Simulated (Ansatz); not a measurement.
# ZnS (Wurtzite-6H) (P6_3mc) in Ansatz: a series of runs

Aim: see how the results for ZnS (Wurtzite-6H) move with the level of theory and the settings. Levels: PBE, PBE+D3(BJ). Tasks: single point, relaxation of cell and atoms.

Program: Ansatz 0.2.0. These are calculated values, not measurements. Logs are shortened: lines on timing, memory, paths and dates and some standing lists are left out, and cuts for length are marked.

**Measured values to compare with.**

A printed reference work, monograph reports, for a bulk crystal of ZnS at 4 K: band gap 3.911 eV (direct).

How close the calculation comes is told below.

### Step 1. Starting point

It takes space group P6_3mc (No. 186, hexagonal). Conventional cell: a = 3.812 Å, b = 3.812 Å, c = 18.690 Å, α = 90.00°, β = 90.00°, γ = 120.00°. Zn (site symmetry 3m) is surrounded by 4 S at 2.33 to 2.34 Å. Zn (site symmetry 3m) is surrounded by 4 S at 2.33 to 2.34 Å. Zn (site symmetry 3m) is surrounded by 4 S at 2.33 to 2.34 Å. S (site symmetry 3m) has 4 Zn at 2.33 to 2.34 Å as nearest neighbours. S (site symmetry 3m) has 4 Zn at 2.33 to 2.34 Å as nearest neighbours. S (site symmetry 3m) is surrounded by 4 Zn at 2.33 to 2.34 Å.

### Step 2. Single point, PBE

File input.yaml:

```yaml
crystal:
  lattice:
    - [3.812, 0.0, 0.0]
    - [-1.906, 3.3012888392, 0.0]
    - [0.0, 0.0, 18.68999]
  atoms:
    - { symbol: Zn, position: [0.3333333333, 0.6666666667, 0.83333] }
    - { symbol: Zn, position: [0.6666666667, 0.3333333333, 0.33333] }
    - { symbol: Zn, position: [0.6666666667, 0.3333333333, 0.66667] }
    - { symbol: Zn, position: [0.3333333333, 0.6666666667, 0.16667] }
    - { symbol: Zn, position: [0.0, 0.0, 0.5] }
    - { symbol: Zn, position: [0.0, 0.0, 0.0] }
    - { symbol: S, position: [0.3333333333, 0.6666666667, 0.95833] }
    - { symbol: S, position: [0.6666666667, 0.3333333333, 0.45833] }
    - { symbol: S, position: [0.6666666667, 0.3333333333, 0.79167] }
    - { symbol: S, position: [0.3333333333, 0.6666666667, 0.29167] }
    - { symbol: S, position: [0.0, 0.0, 0.625] }
    - { symbol: S, position: [0.0, 0.0, 0.125] }
hamiltonian:
  xc: pbe
  pseudopotentials: { kind: paw }
kpoints:
  mp_grid: { grid: [8, 8, 2] }
scf:
  occupations: { method: gaussian, width: 0.012 }
output:
  forces: true
  stress: true
  eigenvalues: true
```

Potentials or basis: Ansatz PAW.

Started as:

```sh
$ ansatz run input.yaml --threads 4 --pin off --max-ram 11264MiB --backend cpu --events-out ev --progress --plain --runs-dir out
```

Log:

```text
Warning: RAYON_NUM_THREADS=4 ignored (pool sized by the plan → 4); use --threads N
Engine: ansatz 0.2.0, x86_64-unknown-linux-gnu
Pseudopotentials: kind: paw
Pseudopotential: Zn, paw, valence charge 12, recommended cutoff 420 eV (normal), Zn.paw.azcp
Pseudopotential: S, paw, valence charge 6, recommended cutoff 420 eV (normal), S.paw.azcp
Functional definition: PBE
  parameter kappa = 0.804
  parameter beta = 0.06672455060314922
  exchange = pbe_x(kappa = kappa, mu = beta*pi^2/3)
  correlation = pbe_c(beta = beta)
Crystal: 12 atoms, lattice volume = 235.204 Å³
Basis set: ecut = 420 eV, 4611 PW (Γ), exchange–correlation on 54×54×250 points (8 copies of the dense FFT grid, shifted against one another)
Bands: 66, of which v1, the nominal top of the filled ones, is band 54 counted from 1 (53 counted from 0)
Symmetry: 12 space group operations
Space group: P63mc (ITA 186), of the structure as read, at distance tolerance 6.2e-5 Å
k-points: 20 of 128
Non-local potential: Zn, projectors of the file, l = 0: 2, l = 1: 2, l = 2: 3, l = 3: 1
Non-local potential: S, projectors of the file, l = 0: 2, l = 1: 2, l = 2: 2
PAW form: soft (Blöchl's): semilocal exchange-correlation on the pseudo side does not see the compensation charge
PAW one-centre angular grid: Zn, 590 points (default); XC on 64 Gauss nodes
PAW one-centre angular grid: S, 110 points (default); XC on 64 Gauss nodes
Initial density: superposition of atomic densities (neutral atoms: chi_scale 0, normalization atom), corrected by the library's trained network
Initial wavefunctions: pseudopotential atomic-orbital guess
Functional: x = pbe(κ = 0.804, μ = 0.2195149727645171), c = pbe(β = 0.06672455060314922)
SCF iter   1: F=—  HF=-25336.349260 eV  |F-HF|=—  |Δ(HF+E_count)|=         —  Δρ=6.56e-4  dr2=2.16e-3  ethr=1.77e-3  ⟨swp⟩=7.8  Hψ=5455  notcnv=0  defer=10
preconditioner: auto → Resta (q_TF=auto, 2.396 Å⁻¹)  ε∞=6.6  [insulator: Δε(μ)=2.156 eV  Ē_g=10.663 eV  σ=0.012 eV  W_gap=1.00  n_scr=68 (ndim 8)  ℏωp=25.2 eV  f_vac=0.030  D(μ)=0.00/eV (n_scr^D=0)  ε∞_Penn≈6.6]
SCF iter   2: F=—  HF=-25336.351028 eV  |F-HF|=—  |Δ(HF+E_count)|=   1.77e-3  Δρ=4.96e-4  dr2=6.91e-4  ethr=2.00e-6  ⟨swp⟩=2.5  Hψ=2830  notcnv=0  defer=102
SCF iter   3: F=—  HF=-25336.351254 eV  |F-HF|=—  |Δ(HF+E_count)|=   2.26e-4  Δρ=3.71e-4  dr2=1.99e-4  ethr=6.40e-7  ⟨swp⟩=2.0  Hψ=2263  notcnv=0  defer=42
automatic band count: iteration 3 solves 63 bands in place of 66: the levels show a gap, and the empty bands left out lie too high to hold charge; the band table lists the bands solved (type scf.n_extra_bands for more)
SCF iter   4: F=—  HF=-25336.351136 eV  |F-HF|=—  |Δ(HF+E_count)|=   1.18e-4  Δρ=7.84e-5  dr2=1.83e-5  ethr=1.84e-7  ⟨swp⟩=2.0  Hψ=2178  notcnv=0  defer=42
SCF iter   5: F=—  HF=-25336.350922 eV  |F-HF|=—  |Δ(HF+E_count)|=   2.14e-4  Δρ=3.21e-5  dr2=5.87e-6  ethr=1.69e-8  ⟨swp⟩=2.0  Hψ=1604  notcnv=0  defer=42
SCF iter   6: F=—  HF=-25336.350923 eV  |F-HF|=—  |Δ(HF+E_count)|=   9.68e-7  Δρ=1.06e-5  dr2=3.82e-7  ethr=5.43e-9  ⟨swp⟩=2.9  Hψ=2261  notcnv=0  defer=42
SCF iter   7: F=—  HF=-25336.350923 eV  |F-HF|=—  |Δ(HF+E_count)|=   3.08e-7  Δρ=1.06e-5  dr2=1.51e-7  ethr=9.26e-11  ⟨swp⟩=10.0  Hψ=5875  notcnv=0
SCF iter   8: F=-25336.350923 eV  HF=-25336.350923 eV  |F-HF|=1.54e-8  |Δ(HF+E_count)|=   8.46e-8  Δρ=1.89e-6  dr2=8.61e-9  ethr=9.26e-11  ⟨swp⟩=4.2  Hψ=4547  notcnv=0
SCF 1 converged in 8 iterations: F = -25336.350923 eV  dr2 = 8.61e-9
SCF converged after 8 iterations
Free energy (F): -25336.350923 eV
Harris-Foulkes:  -25336.350923 eV  (|F-HF|=1.54e-8)
Internal energy: -25336.350923 eV  (E = F + TS)
E sigma→0 (E₀):  -25336.350923 eV
Fermi energy:    6.956649 eV
--- Per-component energies (eV) ---
  E_band       = 37.345911
  E_kinetic    = 1431.293862
  E_local      = -12226.451307  (includes V_loc(G=0)·N_el)
  E_nonlocal   = 3856.096447
  E_hartree    = 5113.896734
  E_xc         = -1407.161848
  E_vxc        = -838.334138  (∫ρ·V_xc dr)
  E_paw        = -14570.647832  (= ΣΔE_a)
  E_vpaw       = -2413.051906  (= ΣTr[D̂ρ^β])
  E_aug_tail   = -0.002223  (compensation charges beyond the density's cutoff)
  E_ewald      = -7533.374756
  E_smearing   = -0.000000  (= −TS)
  E_closure    = 0.000000  (closes the sum)
  Σ components = -25336.350923   (vs F -25336.350923, Δ=0.00e0)
--- Forces (eV/Å), atoms counted from 1 ---
  atom   1  Zn     0.00000000    -0.00000000     0.00250639
  atom   2  Zn     0.00000000     0.00000000     0.00250639
  atom   3  Zn    -0.00000000    -0.00000000     0.01308001
  atom   4  Zn    -0.00000000     0.00000000     0.01308001
  atom   5  Zn    -0.00000000     0.00000000    -0.00356044
  atom   6  Zn     0.00000000    -0.00000000    -0.00356044
  atom   7  S      0.00000000     0.00000000    -0.02978050
  atom   8  S      0.00000000    -0.00000000    -0.02978050
  atom   9  S      0.00000000     0.00000000    -0.00665824
  atom  10  S      0.00000000    -0.00000000    -0.00665824
  atom  11  S     -0.00000000     0.00000000     0.02441659
  atom  12  S      0.00000000    -0.00000000     0.02441659
  max |Σ_I F_I| component: 7.64e-6 eV/Å
--- Stress (GPa, compression-positive) ---
        2.098311       0.000000       0.000000
        0.000000       2.098311       0.000000
       -0.000000       0.000000       2.154532
  P = ⅓ Tr σ = 2.1171 GPa (21.171 kbar)
--- Band table (eV; the first three rows and the last of 20) ---
  k-point 0: bands = ["-7.3201", "-7.1183", "-7.1101", "-6.6518", "-6.6433", "-6.3775", "-0.4887", "-0.4850", "-0.4820", "-0.4820", "-0.4775", "-0.4621", "-0.4621", "-0.4429", "-0.4429", "-0.4061", "-0.4061", "-0.3920", "-0.3920", "-0.3759", "-0.3759", "-0.3368", "-0.3289", "0.0037", "0.0037", "0.0073", "0.0073", "0.0224", "0.0224", "0.0275", "0.0275", "0.0466", "0.0466", "0.0564", "0.0564", "0.2225", "0.5364", "1.9598", "1.9692", "4.1652", "4.1824", "4.9912", "4.9912", "5.1850", "5.1850", "5.1972", "5.1972", "5.6236", "5.6236", "5.6347", "5.6347", "5.8522", "5.8756", "5.8756", "8.0377", "9.0852", "9.1337", "9.2097", "9.2414", "9.3749", "12.1556", "12.1967", "12.1967"]
  k-point 1: bands = ["-7.2665", "-7.2665", "-6.8913", "-6.8913", "-6.4528", "-6.4528", "-0.4873", "-0.4873", "-0.4749", "-0.4749", "-0.4749", "-0.4749", "-0.4458", "-0.4458", "-0.4243", "-0.4243", "-0.4243", "-0.4243", "-0.3813", "-0.3813", "-0.3813", "-0.3813", "-0.0902", "-0.0902", "0.0056", "0.0056", "0.0056", "0.0056", "0.0241", "0.0241", "0.0241", "0.0241", "0.0522", "0.0522", "0.0522", "0.0522", "1.0784", "1.0784", "3.0255", "3.0255", "5.0438", "5.0438", "5.0438", "5.0438", "5.2669", "5.2669", "5.4026", "5.4026", "5.4026", "5.4026", "5.8073", "5.8073", "5.8073", "5.8073", "8.5152", "8.5152", "9.1456", "9.1456", "9.4081", "9.4081", "12.1951", "12.1951", "12.2836"]
  k-point 2: bands = ["-7.2146", "-7.0212", "-7.0129", "-6.5773", "-6.5689", "-6.3194", "-0.5030", "-0.4982", "-0.4807", "-0.4647", "-0.4609", "-0.4388", "-0.4302", "-0.4204", "-0.4196", "-0.4070", "-0.3968", "-0.3776", "-0.3708", "-0.3634", "-0.3444", "-0.3161", "-0.3034", "-0.0123", "-0.0078", "-0.0048", "0.0051", "0.0088", "0.0185", "0.0207", "0.0354", "0.0415", "0.0513", "0.0592", "0.0613", "0.2592", "0.6936", "2.0084", "2.0166", "3.9161", "3.9415", "4.2384", "4.5176", "4.5371", "4.7453", "4.9328", "4.9673", "4.9752", "5.1269", "5.2186", "5.4627", "5.4710", "5.7213", "5.7460", "8.8234", "9.6554", "9.7849", "9.8107", "9.8798", "10.0647", "11.5267", "11.5797", "11.9102"]
  k-point 19: bands = ["-6.2172", "-6.2172", "-6.1543", "-6.1543", "-6.0953", "-6.0953", "-0.4093", "-0.4093", "-0.3754", "-0.3754", "-0.3219", "-0.3219", "-0.2918", "-0.2918", "-0.2576", "-0.2576", "-0.2041", "-0.2041", "-0.1053", "-0.1053", "-0.0753", "-0.0753", "-0.0333", "-0.0333", "0.0041", "0.0041", "0.0263", "0.0263", "0.0449", "0.0449", "0.2389", "0.2389", "0.2806", "0.2806", "0.3521", "0.3521", "1.0514", "1.0514", "1.2711", "1.2711", "1.4187", "1.4187", "2.6219", "2.6219", "2.9582", "2.9582", "3.3640", "3.3640", "3.8242", "3.8242", "4.1977", "4.1977", "4.4559", "4.4559", "10.2974", "10.2974", "10.6073", "10.6073", "11.0062", "11.0062", "11.7880", "11.7880", "12.0180"]
```

It took 10 s on 4 threads of Intel Xeon at 2.70GHz, shared host; peak memory 0.74 GiB.

Results:

| Quantity | Value |
| --- | --- |
| Free energy | -25336.3509 eV |
| Pressure | 2.1 GPa |
| Largest force | 0.030 eV/Å |
| Band gap on the k mesh | 2.16 eV, direct |

Forces on the atoms (eV/Å):
```
Zn   0.000  0.000  0.003
Zn   0.000  0.000  0.003
Zn   0.000  0.000  0.013
Zn   0.000  0.000  0.013
Zn   0.000  0.000 -0.004
Zn   0.000  0.000 -0.004
S    0.000  0.000 -0.030
S    0.000  0.000 -0.030
S    0.000  0.000 -0.007
S    0.000  0.000 -0.007
S    0.000  0.000  0.024
S    0.000  0.000  0.024
```

Levels at points of the mesh, in eV from the valence-band top:
```csv
k point,band 51,band 52,band 53,band 54,band 55,band 56,band 57,band 58
"(0.00, 0.00, 0.00)",-0.24,-0.02,0.00,0.00,2.16,3.21,3.26,3.33
"(0.00, 0.00, -0.50)",-0.07,-0.07,-0.07,-0.07,2.64,2.64,3.27,3.27
"(0.00, -0.50, 0.00)",-1.27,-1.26,-1.10,-0.88,3.43,3.56,3.60,3.87
"(0.00, -0.50, -0.50)",-1.22,-1.22,-0.99,-0.99,3.36,3.36,3.85,3.85
```

Caveat: the cell's inner coordinates are idealised or old, which leaves forces on the atoms.

### Step 3. Relaxation of cell and atoms, PBE+D3(BJ)

Changes to input.yaml since step 2:

```diff
@@ -21,2 +21,3 @@
   pseudopotentials: { kind: paw }
+  dispersion: d3bj
 kpoints:
@@ -24,3 +25,3 @@
 scf:
-  occupations: { method: gaussian, width: 0.012 }
+  occupations: { method: fermi_dirac, width: 0.05 }
 output:
@@ -28,2 +29,5 @@
   stress: true
-  eigenvalues: true
+relax:
+  f_tol: 0.01
+  max_steps: 40
+  cell: { stress_tol: 0.05 }
```

Potentials or basis: Ansatz PAW.

Started as:

```sh
$ ansatz run input.yaml --threads 4 --pin off --max-ram 11264MiB --backend cpu --events-out ev --progress --plain --runs-dir out
```

It took 35 s on 4 threads of Intel Xeon at 2.70GHz, shared host; peak memory 0.78 GiB.

It converged, with:

```
Free energy                            : -25340.0791 eV
Relaxed volume                         : 19.42 Å³/atom
Relaxed cell                           : a = 3.799 Å, b = 3.799 Å, c = 18.648 Å, α = 90.00°, β = 90.00°, γ = 120.00°
Space group after relaxing (to 0.05 Å) : P6_3mc (No. 186)
Energy gained by relaxing              : 0.4 meV/atom
Ionic steps                            : 4
Pressure after relaxing                : 0.0 GPa
Band gap on the k mesh                 : 2.20 eV
```

Step by step:
| step | energy change (eV) | largest force (eV/Å) | volume (Å³) |
| --- | --- | --- | --- |
| 1 | 0.0000 | 0.0334 | 235.20 |
| 2 | -0.0046 | 0.0104 | 233.93 |
| 3 | -0.0057 | 0.0015 | 233.08 |
| 4 | -0.0048 | 0.0015 | 233.08 |

Final structure:
```
Zn S
1.0
     3.79896    0.00000    0.00000
    -1.89948    3.29000    0.00000
     0.00000    0.00000   18.64838
Zn S
6 6
Direct
  0.33333 0.66667 0.83328
  0.66667 0.33333 0.33328
  0.66667 0.33333 0.66686
  0.33333 0.66667 0.16686
  0.00000 0.00000 0.50004
  0.00000 0.00000 0.00004
  0.33333 0.66667 0.95809
  0.66667 0.33333 0.45809
  0.66667 0.33333 0.79163
  0.33333 0.66667 0.29163
  0.00000 0.00000 0.62510
  0.00000 0.00000 0.12510
```

Caveat: the plane-wave basis is chosen anew once the cell has moved, so the energies of steps on either side of that aren't comparable. A k mesh can miss the band edges.

### Step 4. Single point, PBE

Changes to input.yaml since step 3:

```diff
@@ -21,3 +21,2 @@
   pseudopotentials: { kind: paw }
-  dispersion: d3bj
 kpoints:
@@ -25,3 +24,3 @@
 scf:
-  occupations: { method: fermi_dirac, width: 0.05 }
+  occupations: { method: gaussian, width: 0.013 }
 output:
@@ -29,5 +28,6 @@
   stress: true
-relax:
-  f_tol: 0.01
-  max_steps: 40
-  cell: { stress_tol: 0.05 }
+  eigenvalues: true
+  write_density: true
+  write_potential: true
+  elf: true
+  volumetric_format: npy
```

Started as:

```sh
$ ansatz run input.yaml --threads 4 --pin off --max-ram 11264MiB --backend cpu --events-out ev --progress --plain --runs-dir out
```

Wall time 15 s (4 threads of Intel Xeon at 2.70GHz, shared host); peak memory 0.78 GiB.

The run converged. Its results:

* Free energy: -25336.3509 eV
* Pressure: 2.1 GPa
* Largest force: 0.030 eV/Å
* Band gap on the k mesh: 2.16 eV, direct

Forces on the atoms (eV/Å):
```
Zn   0.000  0.000  0.003
Zn   0.000  0.000  0.003
Zn   0.000  0.000  0.013
Zn   0.000  0.000  0.013
Zn   0.000  0.000 -0.004
Zn   0.000  0.000 -0.004
S    0.000  0.000 -0.030
S    0.000  0.000 -0.030
S    0.000  0.000 -0.007
S    0.000  0.000 -0.007
S    0.000  0.000  0.024
S    0.000  0.000  0.024
```

Levels at points of the mesh, in eV from the valence-band top:
```csv
k point,band 52,band 53,band 54,band 55,band 56,band 57
"(0.00, 0.00, 0.00)",-0.02,0.00,0.00,2.16,3.21,3.26
"(0.00, 0.00, -0.50)",-0.07,-0.07,-0.07,2.64,2.64,3.27
"(0.00, -0.50, 0.00)",-1.26,-1.10,-0.88,3.43,3.56,3.60
"(0.00, -0.50, -0.50)",-1.22,-0.99,-0.99,3.36,3.36,3.85
```

Caveat: the cell's inner coordinates are idealised or old, which leaves forces on the atoms.

### Step 5. The runs side by side

```tsv
task	level	cell	smearing	gap on the mesh (eV)	pressure (GPa)	largest force (eV/Å)
single point	PBE	as given	gaussian 0.012 eV	2.16	2.1	0.03
relaxation of cell and atoms	PBE+D3(BJ)	relaxed	fermi-dirac 0.05 eV	2.20	0.0	-
single point	PBE	as given	gaussian 0.013 eV	2.16	2.1	0.03
```

Alike in all rows: potentials or basis Ansatz PAW; no spin polarisation; k mesh 8 × 8 × 2; cutoff (eV) 420.

Caveats: the cell's inner coordinates are idealised or old, which leaves forces on the atoms (some runs); the plane-wave basis is chosen anew once the cell has moved, so the energies of steps on either side of that aren't comparable (some runs).

Total energies depend on the potentials used, so only differences within one code and one set of settings carry meaning.

### Step 6. How close it comes

Step 2. A measured gap of ZnS is 3.911 eV (direct; 4 K; a printed reference work, monograph); the calculated 2.16 eV misses it by -1.75 eV. The value is that of PBE on a finite k mesh, which can miss the band edges, without temperature or zero-point motion. Semilocal functionals fall short of measured gaps as a rule.

Step 4. A measured gap of ZnS is 3.911 eV (direct; 4 K; a printed reference work, monograph); the calculated 2.16 eV misses it by -1.75 eV. The value is that of PBE on a finite k mesh, which can miss the band edges, without temperature or zero-point motion. Semilocal functionals fall short of measured gaps as a rule.
